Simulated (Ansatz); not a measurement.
The following input was run with Ansatz 0.2.0.

```yaml
crystal:
  lattice:
    - [4.0267341621, 0.0, 0.0]
    - [-2.013367081, 3.4872540787, 0.0]
    - [0.0, 0.0, 13.1512689739]
  atoms:
    - { symbol: Na, position: [0.0, 0.0, 0.0] }
    - { symbol: Cl, position: [0.6666666667, 0.3333333333, 0.125] }
    - { symbol: Na, position: [0.3333333333, 0.6666666667, 0.25] }
    - { symbol: Cl, position: [0.6666666667, 0.3333333333, 0.375] }
    - { symbol: Na, position: [0.0, 0.0, 0.5] }
    - { symbol: Cl, position: [0.3333333333, 0.6666666667, 0.625] }
    - { symbol: Na, position: [0.6666666667, 0.3333333333, 0.75] }
    - { symbol: Cl, position: [0.3333333333, 0.6666666667, 0.875] }
basis:
  ecutwfc: 420
kpoints:
  mp_grid: { grid: [9, 9, 3] }
hamiltonian:
  xc: pbe
scf:
  occupations: { method: gaussian, width: 0.02 }
output:
  forces: true
  stress: true
  eigenvalues: true
  populations: true
relax:
  adjacent_minimum: "off"
  f_tol: 0.01
  max_steps: 45
  cell: { stress_tol: 0.05 }
```

Launched with
```bash
ansatz run input.yaml --threads 1 --pin off --max-ram 2560MiB --backend cpu --events-out ev --progress --plain --runs-dir out
```

All numbers below come from DFT PBE, scalar-relativistic, plane waves, PAW in Ansatz.

Part of what the program printed, abridged:

```
Pseudopotentials: kind: paw
Pseudopotential: Na, paw, valence charge 9, recommended cutoff 420 eV (normal)
Pseudopotential: Cl, paw, valence charge 7, recommended cutoff 420 eV (normal)
Functional definition: PBE
Crystal: 8 atoms, lattice volume = 184.673 Å³
Basis set: ecut = 420 eV, 3607 PW (Γ), exchange–correlation on 54×54×180 points (8 copies of the dense FFT grid, shifted against one another)
Bands: 40, of which v1, the nominal top of the filled ones, is band 32 counted from 1 (31 counted from 0)
Symmetry: 24 space group operations
Space group: P63/mmc (ITA 194), of the structure as read, at distance tolerance 5.7e-5 Å
k-points: 24 of 243
Initial density: superposition of atomic densities (neutral atoms: chi_scale 0, normalization atom), corrected by the library's trained network
Initial wavefunctions: pseudopotential atomic-orbital guess
Functional: x = pbe(κ = 0.804, μ = 0.21951497), c = pbe(β = 0.06672455)
SCF iter   1: F=—  HF=-10277.889313 eV  |F-HF|=—  |Δ(HF+E_count)|=         —  Δρ=4.89e-4  dr2=1.19e-3  ethr=1.77e-3  ⟨swp⟩=8.3  Hψ=3928  notcnv=0
SCF iter   2: F=—  HF=-10277.886803 eV  |F-HF|=—  |Δ(HF+E_count)|=   2.51e-3  Δρ=2.16e-4  dr2=2.06e-4  ethr=1.85e-6  ⟨swp⟩=3.2  Hψ=2241  notcnv=0  defer=50
SCF iter   3: F=—  HF=-10277.886838 eV  |F-HF|=—  |Δ(HF+E_count)|=   3.45e-5  Δρ=8.77e-5  dr2=1.02e-5  ethr=3.22e-7  ⟨swp⟩=2.0  Hψ=1244  notcnv=0  defer=50
SCF iter   4: F=—  HF=-10277.886890 eV  |F-HF|=—  |Δ(HF+E_count)|=   5.17e-5  Δρ=2.61e-5  dr2=1.31e-6  ethr=1.59e-8  ⟨swp⟩=2.0  Hψ=1657  notcnv=0  defer=50
SCF iter   5: F=—  HF=-10277.886894 eV  |F-HF|=—  |Δ(HF+E_count)|=   4.89e-6  Δρ=7.56e-6  dr2=1.15e-7  ethr=2.05e-9  ⟨swp⟩=2.0  Hψ=1266  notcnv=0  defer=50
SCF iter   6: F=-10277.886895 eV  HF=-10277.886895 eV  |F-HF|=3.58e-9  |Δ(HF+E_count)|=   5.09e-7  Δρ=1.81e-6  dr2=1.00e-8  ethr=1.56e-10  ⟨swp⟩=9.5  Hψ=4101  notcnv=0
SCF 1 converged in 6 iterations: F = -10277.886895 eV  dr2 = 1.00e-8
relax step   1: F+E_penalty+E_count = -10277.88689498 eV  Δ(F+E_penalty+E_count) = +0.000e0 eV  max|allowed force component| = 3.413e-1 eV/Å  Δτ_max = 0.0000 Å  P = +0.572 GPa  Ω = 184.673 Å³  (6 SCF iters, dr2 threshold 1.00e-7 eV, accepted)
Crystal: 8 atoms, lattice volume = 187.075 Å³
Basis set: ecut = 420 eV, 3659 PW (Γ), exchange–correlation on 54×54×180 points (8 copies of the dense FFT grid, shifted against one another)
Initial density: handed on by an earlier stage of this run
Initial wavefunctions: those handed on with the density
SCF iter   1: F=—  HF=-10277.959209 eV  |F-HF|=—  |Δ(HF+E_count)|=         —  Δρ=3.89e-3  dr2=3.79e-2  ethr=5.86e-5  ⟨swp⟩=2.7  Hψ=5010  notcnv=0
SCF iter   2: F=—  HF=-10277.951068 eV  |F-HF|=—  |Δ(HF+E_count)|=   8.14e-3  Δρ=1.64e-3  dr2=3.06e-3  ethr=5.86e-5  ⟨swp⟩=2.0  Hψ=1428  notcnv=0
SCF iter   3: F=—  HF=-10277.951524 eV  |F-HF|=—  |Δ(HF+E_count)|=   4.56e-4  Δρ=5.64e-4  dr2=3.10e-4  ethr=4.79e-6  ⟨swp⟩=2.0  Hψ=1418  notcnv=0
SCF iter   4: F=—  HF=-10277.951836 eV  |F-HF|=—  |Δ(HF+E_count)|=   3.12e-4  Δρ=5.06e-5  dr2=6.49e-6  ethr=4.85e-7  ⟨swp⟩=2.2  Hψ=1240  notcnv=0
SCF iter   5: F=-10277.951843 eV  HF=-10277.951843 eV  |F-HF|=1.13e-7  |Δ(HF+E_count)|=   7.04e-6  Δρ=1.14e-5  dr2=2.15e-7  ethr=1.25e-9  ⟨swp⟩=7.0  Hψ=3994  notcnv=0
SCF 2 converged in 5 iterations: F = -10277.951843 eV  dr2 = 2.15e-7
relax step   2: F+E_penalty+E_count = -10277.95184278 eV  Δ(F+E_penalty+E_count) = -6.495e-2 eV  max|allowed force component| = 2.253e-1 eV/Å  Δτ_max = 0.0939 Å  P = +0.034 GPa  Ω = 187.075 Å³  energy of the carried Pulay correction = -4.907e-5 eV  (5 SCF iters, dr2 threshold 8.00e-7 eV, accepted)
Crystal: 8 atoms, lattice volume = 186.973 Å³
Basis set: ecut = 420 eV, 3657 PW (Γ), exchange–correlation on 54×54×180 points (8 copies of the dense FFT grid, shifted against one another)
SCF iter   1: F=—  HF=-10277.977209 eV  |F-HF|=—  |Δ(HF+E_count)|=         —  Δρ=1.41e-3  dr2=4.57e-3  ethr=7.60e-6  ⟨swp⟩=2.4  Hψ=4808  notcnv=0
SCF iter   2: F=—  HF=-10277.976099 eV  |F-HF|=—  |Δ(HF+E_count)|=   1.11e-3  Δρ=5.51e-4  dr2=3.20e-4  ethr=7.14e-6  ⟨swp⟩=2.0  Hψ=1242  notcnv=0
SCF iter   3: F=—  HF=-10277.976243 eV  |F-HF|=—  |Δ(HF+E_count)|=   1.44e-4  Δρ=1.87e-4  dr2=3.69e-5  ethr=5.00e-7  ⟨swp⟩=2.0  Hψ=1241  notcnv=0
SCF iter   4: F=-10277.976252 eV  HF=-10277.976252 eV  |F-HF|=2.32e-7  |Δ(HF+E_count)|=   9.26e-6  Δρ=1.74e-5  dr2=5.88e-7  ethr=1.25e-9  ⟨swp⟩=5.8  Hψ=4542  notcnv=0
SCF 3 converged in 4 iterations: F = -10277.976252 eV  dr2 = 5.88e-7
relax step   3: F+E_penalty+E_count = -10277.97625248 eV  Δ(F+E_penalty+E_count) = -2.441e-2 eV  max|allowed force component| = 3.266e-2 eV/Å  Δτ_max = 0.0391 Å  P = +0.047 GPa  Ω = 186.973 Å³  energy of the carried Pulay correction = -4.699e-5 eV  (4 SCF iters, dr2 threshold 8.00e-7 eV, accepted)
Crystal: 8 atoms, lattice volume = 187.114 Å³
SCF iter   1: F=—  HF=-10277.976712 eV  |F-HF|=—  |Δ(HF+E_count)|=         —  Δρ=2.37e-4  dr2=1.24e-4  ethr=1.77e-7  ⟨swp⟩=2.7  Hψ=4374  notcnv=0
SCF iter   2: F=—  HF=-10277.976682 eV  |F-HF|=—  |Δ(HF+E_count)|=   2.96e-5  Δρ=9.11e-5  dr2=1.02e-5  ethr=1.77e-7  ⟨swp⟩=2.0  Hψ=1247  notcnv=0
SCF iter   3: F=—  HF=-10277.976821 eV  |F-HF|=—  |Δ(HF+E_count)|=   1.39e-4  Δρ=3.13e-5  dr2=1.61e-6  ethr=1.60e-8  ⟨swp⟩=2.0  Hψ=1248  notcnv=0
SCF iter   4: F=-10277.976821 eV  HF=-10277.976821 eV  |F-HF|=2.36e-8  |Δ(HF+E_count)|=   6.07e-8  Δρ=6.79e-6  dr2=5.08e-8  ethr=1.04e-10  ⟨swp⟩=3.1  Hψ=4132  notcnv=0
SCF 4 converged in 4 iterations: F = -10277.976821 eV  dr2 = 5.08e-8
relax step   4: F+E_penalty+E_count = -10277.97682067 eV  Δ(F+E_penalty+E_count) = -5.682e-4 eV  max|allowed force component| = 2.046e-3 eV/Å  Δτ_max = 0.0069 Å  P = +0.027 GPa  Ω = 187.114 Å³  energy of the carried Pulay correction = -4.984e-5 eV  (4 SCF iters, dr2 threshold 6.67e-8 eV, accepted)
Crystal: 8 atoms, lattice volume = 187.332 Å³
SCF iter   1: F=—  HF=-10277.976721 eV  |F-HF|=—  |Δ(HF+E_count)|=         —  Δρ=6.00e-5  dr2=7.03e-6  ethr=1.60e-8  ⟨swp⟩=3.0  Hψ=4516  notcnv=0
SCF iter   2: F=—  HF=-10277.976852 eV  |F-HF|=—  |Δ(HF+E_count)|=   1.31e-4  Δρ=3.06e-5  dr2=1.84e-6  ethr=1.10e-8  ⟨swp⟩=2.0  Hψ=1514  notcnv=0
SCF iter   3: F=—  HF=-10277.976852 eV  |F-HF|=—  |Δ(HF+E_count)|=   3.73e-7  Δρ=7.52e-6  dr2=1.59e-7  ethr=2.87e-9  ⟨swp⟩=2.4  Hψ=1539  notcnv=0
SCF iter   4: F=-10277.976852 eV  HF=-10277.976852 eV  |F-HF|=6.07e-9  |Δ(HF+E_count)|=   2.40e-8  Δρ=1.68e-6  dr2=4.30e-9  ethr=1.11e-11  ⟨swp⟩=3.0  Hψ=4080  notcnv=0
SCF 5 converged in 4 iterations: F = -10277.976852 eV  dr2 = 4.30e-9
relax step   5: F+E_penalty+E_count = -10277.97685210 eV  Δ(F+E_penalty+E_count) = -3.143e-5 eV  max|allowed force component| = 4.937e-4 eV/Å  Δτ_max = 0.0009 Å  P = -0.003 GPa  Ω = 187.332 Å³  energy of the carried Pulay correction = -5.427e-5 eV  (4 SCF iters, dr2 threshold 7.08e-9 eV, accepted)
Basis set: ecut = 420 eV, 3657 PW (Γ), exchange–correlation on 54×54×192 points (8 copies of the dense FFT grid, shifted against one another)
Initial wavefunctions: pseudopotential atomic-orbital guess (no wavefunctions were taken with the density)
SCF iter   1: F=—  HF=-10277.972361 eV  |F-HF|=—  |Δ(HF+E_count)|=         —  Δρ=2.58e-4  dr2=3.02e-6  ethr=6.99e-8  ⟨swp⟩=3.7  Hψ=6969  notcnv=0
SCF iter   2: F=—  HF=-10277.975694 eV  |F-HF|=—  |Δ(HF+E_count)|=   3.33e-3  Δρ=1.30e-4  dr2=7.64e-7  ethr=4.72e-9  ⟨swp⟩=2.0  Hψ=1620  notcnv=0
SCF iter   3: F=—  HF=-10277.976869 eV  |F-HF|=—  |Δ(HF+E_count)|=   1.17e-3  Δρ=1.97e-5  dr2=4.02e-8  ethr=1.19e-9  ⟨swp⟩=2.0  Hψ=1728  notcnv=0
SCF iter   4: F=—  HF=-10277.976895 eV  |F-HF|=—  |Δ(HF+E_count)|=   2.66e-5  Δρ=1.92e-6  dr2=5.86e-9  ethr=6.28e-11  ⟨swp⟩=2.1  Hψ=1700  notcnv=0
SCF iter   5: F=—  HF=-10277.976895 eV  |F-HF|=—  |Δ(HF+E_count)|=   7.21e-8  Δρ=5.44e-7  dr2=9.44e-10  ethr=9.16e-12  ⟨swp⟩=2.0  Hψ=1536  notcnv=0
SCF iter   6: F=—  HF=-10277.976895 eV  |F-HF|=—  |Δ(HF+E_count)|=   1.19e-9  Δρ=2.86e-7  dr2=2.46e-10  ethr=1.48e-12  ⟨swp⟩=2.0  Hψ=1444  notcnv=0
SCF iter   7: F=-10277.976895 eV  HF=-10277.976895 eV  |F-HF|=2.55e-11  |Δ(HF+E_count)|=  6.00e-11  Δρ=1.02e-7  dr2=3.14e-11  ethr=1.00e-12  ⟨swp⟩=4.5  Hψ=3032  notcnv=0
SCF 6 converged in 7 iterations: F = -10277.976895 eV  dr2 = 3.14e-11
SCF converged after 7 iterations
Free energy (F): -10277.976895 eV
Harris-Foulkes:  -10277.976895 eV  (|F-HF|=2.55e-11)
Internal energy: -10277.976895 eV  (E = F + TS)
E sigma→0 (E₀):  -10277.976895 eV
Fermi energy:    3.309744 eV
--- Per-component energies (eV) ---
  E_band       = -958.396723
  E_kinetic    = 1131.129251
  E_local      = -6214.717756  (includes V_loc(G=0)·N_el)
  E_nonlocal   = 574.037901
  E_hartree    = 2195.586574
  E_xc         = -587.844106
  E_vxc        = -692.834182  (∫ρ·V_xc dr)
  E_paw        = -3690.125213  (= ΣΔE_a)
  E_vpaw       = -147.185447  (= ΣTr[D̂ρ^β])
  E_aug_tail   = 0.000216  (compensation charges beyond the density's cutoff)
  E_ewald      = -3686.043762
  E_smearing   =  0.000000  (= −TS)
--- Forces (eV/Å), atoms counted from 1 ---
  atom   1  Na     0.00000000     0.00000000     0.00000000
  atom   2  Cl     0.00000000     0.00000000    -0.00052493
  atom   3  Na     0.00000000     0.00000000     0.00000000
  atom   4  Cl     0.00000000     0.00000000     0.00052493
  atom   5  Na     0.00000000     0.00000000     0.00000000
  atom   6  Cl     0.00000000     0.00000000    -0.00052493
  atom   7  Na     0.00000000     0.00000000     0.00000000
  atom   8  Cl     0.00000000     0.00000000     0.00052493
--- Stress (GPa, compression-positive) ---
       -0.001617       0.000000       0.000000
        0.000000      -0.001617       0.000000
        0.000000       0.000000      -0.000064
  P = ⅓ Tr σ = -0.0011 GPa (-0.011 kbar)
--- Band table (eV; the first three rows and the last of 24) ---
  k-point 0: bands = ["-48.3939", "-48.3939", "-48.0514", "-48.0514", "-20.3099", "-20.3099", "-20.3099", "-20.3099", "-20.2998", "-20.2995", "-19.9738", "-19.9734", "-19.9638", "-19.9638", "-19.9638", "-19.9638", "-11.7500", "-11.6051", "-11.5889", "-11.4341", "-1.1214", "-0.3499", "-0.1314", "0.6835", "0.6835", "0.7960", "0.7960", "0.8088", "0.8088", "0.9234", "0.9281", "0.9281", "5.6753", "6.8121", "7.2734", "8.3570", "10.2279", "10.3785", "11.0135", "11.5747"]
  k-point 1: bands = ["-48.3939", "-48.3939", "-48.0514", "-48.0514", "-20.3099", "-20.3099", "-20.3099", "-20.3099", "-20.2997", "-20.2995", "-19.9737", "-19.9735", "-19.9638", "-19.9638", "-19.9638", "-19.9638", "-11.7301", "-11.6749", "-11.5166", "-11.4565", "-1.0144", "-0.7117", "0.2953", "0.6990", "0.6990", "0.7390", "0.7419", "0.7419", "0.8646", "0.8646", "0.9109", "0.9109", "5.8788", "6.3738", "7.6831", "8.1464", "10.3508", "10.4948", "10.9921", "11.3338"]
  k-point 2: bands = ["-48.3939", "-48.3939", "-48.0513", "-48.0513", "-20.3120", "-20.3120", "-20.3103", "-20.3103", "-20.2992", "-20.2989", "-19.9731", "-19.9727", "-19.9662", "-19.9661", "-19.9643", "-19.9643", "-11.7201", "-11.5854", "-11.5631", "-11.4194", "-1.0566", "-0.3484", "-0.1013", "0.4978", "0.5500", "0.6031", "0.6424", "0.7471", "0.7596", "0.7680", "0.8924", "0.9440", "6.0314", "7.0585", "7.5746", "8.6906", "10.0560", "10.1121", "11.0923", "11.3909"]
  k-point 23: bands = ["-48.3934", "-48.3934", "-48.0508", "-48.0508", "-20.3239", "-20.3239", "-20.3200", "-20.3200", "-20.2940", "-20.2940", "-19.9773", "-19.9773", "-19.9773", "-19.9773", "-19.9671", "-19.9670", "-11.4301", "-11.4301", "-11.3090", "-11.3090", "-0.4798", "-0.4798", "-0.4737", "-0.3907", "-0.3365", "-0.3365", "-0.1161", "-0.0180", "0.0364", "0.0364", "0.7282", "0.7282", "8.5791", "8.7710", "9.4297", "9.4297", "9.8895", "9.8895", "10.1193", "10.1400"]
--- Relaxed structure (5 steps of the walk, 5 accepted, 1 SCFs on fresh bases) ---
  F+E_penalty+E_count = -10277.97689527 eV   max|allowed force component| = 5.249e-4 eV/Å   (the final SCF, on the basis selected at the relaxed cell)
  cell:  # Å, volume = 187.3316 Å³
    - [3.97238172, 0.0, 0.0]
    - [-1.98619086, 3.44018348, 0.0]
    - [0.0, 0.0, 13.70813998]
  atoms:
    - { symbol: Na, position: [0.0, 0.0, 0.0] }
    - { symbol: Cl, position: [0.66666666, 0.33333333, 0.12142849] }
    - { symbol: Na, position: [0.33333333, 0.66666666, 0.25] }
    - { symbol: Cl, position: [0.66666666, 0.33333333, 0.37857150] }
    - { symbol: Na, position: [0.0, 0.0, 0.5] }
    - { symbol: Cl, position: [0.33333333, 0.66666666, 0.62142849] }
    - { symbol: Na, position: [0.66666666, 0.33333333, 0.75000000] }
    - { symbol: Cl, position: [0.33333333, 0.66666666, 0.87857150] }
--- Löwdin populations: 8 sites ---
  site symbol q [e]
     0     Na      8.3008
     1     Cl      7.6669
     2     Na      8.2900
     3     Cl      7.6669
     4     Na      8.3008
     5     Cl      7.6669
     6     Na      8.2900
     7     Cl      7.6669
  spilling = 0.002353 (of n_electrons = 64.000000)
```

The relaxation met its thresholds.

Time: 59 s on 1 thread of Intel(R) Xeon(R) Platinum 8488C (Sapphire Rapids), with other jobs on the host, peak memory 0.53 GiB.